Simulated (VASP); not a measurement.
CoO, 2 atoms in the cell. Symmetry: I4/mmm, No. 139, tetragonal system. Conventional cell: a = 3.016 Å, b = 3.016 Å, c = 4.215 Å, α = 90.00°, β = 90.00°, γ = 90.00°. Co (site symmetry 4/mmm) has 6 O at 2.11 to 2.13 Å as nearest neighbours. O (site symmetry 4/mmm) has 6 Co at 2.11 to 2.13 Å as nearest neighbours. 

* Program: VASP 6.6.1
* Task: relaxation of cell and atoms
* Functional: PBE
* Potentials or basis: VASP PAW PBE potentials, release 64 (Co, O)
* Cutoff: 600 eV
* k mesh: 9 × 9 × 9
* Occupations: fermi-dirac, width 0.05 eV
* Spin: collinear spin, ferromagnetic start
* Starting moments: [2.0, 0.0] μB
* Target pressure: 10 GPa
* Further INCAR settings: ALGO = Normal; EDIFF = 1e-06; IBRION = 2; EDIFFG = -0.02; NSW = 40; ISIF = 3
* Target pressure: 10 GPa

Potentials or basis: VASP PAW PBE potentials, release 64 (Co, O).

Launch:

```sh
$ cat potpaw_PBE.64/Co/POTCAR potpaw_PBE.64/O/POTCAR > POTCAR
$ mpirun -np 1 vasp_std > vasp.out
```

Hardware: 1 thread of AMD EPYC 7R13 Processor (Zen 3), on a shared host.

Question: Estimate the wall time of this run.

Answer: Run time: 2.6 min on 1 thread of AMD EPYC 7R13 Processor (Zen 3) (shared host), peak memory 0.15 GiB. Counts: scf iterations 68, k points 75, ion steps 6.
